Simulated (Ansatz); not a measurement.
# HgTe: the cost of one run

Computed with Ansatz 0.2.0 (DFT PBE, scalar-relativistic, plane waves, PAW, unless a step's input says otherwise).

5 further runs of the same task are left out: 5 set aside as unsound or not needed.

### Step 1. The structure to begin with

The structure is cubic, space group F-43m (No. 216). Conventional cell: a = 6.653 Å, b = 6.653 Å, c = 6.653 Å, α = 90.00°, β = 90.00°, γ = 90.00°. Hg (site symmetry -43m) is surrounded by 4 Te at 2.88 Å. Te (site symmetry -43m) is surrounded by 4 Hg at 2.88 Å.

Coordinates:

```xyz
2
Lattice="0.0000 3.3265 3.3265 3.3265 0.0000 3.3265 3.3265 3.3265 0.0000" Properties=species:S:1:pos:R:3 pbc="T T T"
Hg    0.0000    0.0000    0.0000
Te    4.9897    4.9897    4.9897
```

It is the result of an earlier relaxation at this level (volume 36.81 Å³/atom; gap on the mesh: none (metal)).

### Step 2. Relaxing at 25 GPa

What is minimised here is the enthalpy; the energy can go up as the cell is squeezed.

Input file input.yaml:

```yaml
crystal:
  lattice:
    - [0.0, 3.3264647587, 3.3264647587]
    - [3.3264647587, 0.0, 3.3264647587]
    - [3.3264647587, 3.3264647587, 0.0]
  atoms:
    - { symbol: Hg, position: [0.0, 0.0, 0.0] }
    - { symbol: Te, position: [0.75, 0.75, 0.75] }
basis:
  ecutwfc: 420
kpoints:
  mp_grid: { grid: [12, 12, 12] }
hamiltonian:
  xc: pbe
scf:
  occupations: { method: fermi_dirac, width: 0.15 }
output:
  forces: true
  stress: true
  eigenvalues: true
relax:
  adjacent_minimum: "off"
  f_tol: 0.001
  max_steps: 60
  cell: { stress_tol: 0.02, p_target: 25.0 }
```

Command:

```sh
$ ansatz run input.yaml --threads 1 --pin off --max-ram 3072MiB --backend cpu --events-out ev --progress --plain --runs-dir out
```

Q: Estimate wall time and peak memory on 1 thread of Intel Xeon at 2.70GHz, shared host.

About 2.4 min, with a peak of 0.48 GiB.
